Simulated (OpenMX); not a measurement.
Ge:

```xyz
2
Lattice="0.0000 2.8289 2.8289 2.8289 0.0000 2.8289 2.8289 2.8289 0.0000" Properties=species:S:1:pos:R:3 pbc="T T T"
Ge    4.2434    4.2434    4.2434
Ge    2.8289    2.8289    2.8289
```

Base run:

| Quantity | Value |
| --- | --- |
| Program | OpenMX 3.8.5 |
| Functional | PBE |
| Potentials or basis | OpenMX 2013 PBE set, Ge7.0-s3p2d2, grid cutoff 260 Ry |
| k mesh | 9 × 9 × 9 |
| Occupations | fermi-dirac, width 0.05 eV |
| Spin | no spin polarisation |

Its results: band gap on the k mesh 0.08 eV, direct; pressure 5.4 GPa.

The run is repeated on the same cell with these changes: potentials or basis from OpenMX 2013 PBE set, Ge7.0-s3p2d2, grid cutoff 260 Ry to OpenMX 2013 PBE set, Ge7.0-s2p2d1, grid cutoff 300 Ry. What comes out?

Band gap on the k mesh none (metal or under the smearing width); pressure 6.2 GPa.

Caveats: the basis of atomic orbitals isn't converged, which shifts pressures, moduli and gaps; an odd mesh through Γ misses points on the zone boundary, where band edges often lie (some runs).

Not every run made on this cell is shown here.
